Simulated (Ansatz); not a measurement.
**NiSi2: strain energy, fitted**

NiSi2, Fm-3m, a = 5.391 Å. Ansatz: PBEsol, PAW, 420 eV, Γ-centred 10×10×8 mesh on 6 atoms, Gaussian smearing 0.10 eV; no spin polarisation. Series: uniaxial strain along a, with b, c and atoms relaxed; x is the strain in per cent. The axes a, b, c are those of the computed cell (3.812, 3.812, 5.391 Å), along [1 1 0], [-1 1 0], [0 0 1] of the cell named above. y is the free energy over the unstrained cell, V0 = 13.059 Å³/atom.

| x (%) | y (meV/atom) |
| --- | --- |
| -6.0 | ? |
| -4.0 | 10.72 |
| -2.0 | 2.71 |
| 0.0 | 0.00 |
| 2.0 | 1.77 |
| 4.0 | 7.83 |
| 6.0 | 17.25 |

Task: Fit y = c2 x² + c3 x³ to the other rows, turn c2 into a modulus, and predict the missing energy.

Result: Least squares on the rows shown. y = 0.58898 x² − 0.019034 x³. In eV per unit strain² c2 is 5.890; this is Young's modulus along the axis (E = ½ Y V0 ε²): 2 × 5.890 × 160.2 / (13.059) = 145 GPa. With a term in x⁴ added, the coefficient of x² becomes 0.5498, 7 % less, which shows how far this figure hangs on the form. At x = -6.0 the fit asked for gives 25.31 meV/atom. The run gave 25.48 meV/atom, so the fit is 0.17 meV/atom too low, within the rms miss on the fitted rows (0.28 meV/atom).